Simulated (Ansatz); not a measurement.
A run of Ansatz 0.2.0 is set up as follows.

Contents of input.yaml:

```yaml
crystal:
  lattice:
    - [0.0, 2.211323, 2.211323]
    - [2.211323, 0.0, 2.211323]
    - [2.211323, 2.211323, 0.0]
  atoms:
    - { symbol: Ta, position: [0.5, 0.5, 0.5] }
    - { symbol: "N", position: [0.0, 0.0, 0.0] }
hamiltonian:
  xc: pbe
  pseudopotentials: { kind: paw }
kpoints:
  mp_grid: { grid: [10, 10, 10] }
scf:
  occupations: { method: fermi_dirac, width: 0.05 }
output:
  forces: true
  stress: true
  eigenvalues: true
```

Potentials or basis: Ansatz PAW.

Launch:

```bash
$ ansatz run input.yaml --threads 2 --pin off --max-ram 5120MiB --backend cpu --events-out ev --progress --plain --runs-dir out
```

Task: Predict the pressure.

Result: -1.3 GPa.

Task: Estimate the band gap on the k mesh.

Result: None (metal or under the smearing width).

Caveat: the pressure holds a Pulay correction of +0.5 GPa for the finite cutoff. The run has no spin-orbit coupling, so splittings on Ta are missing.
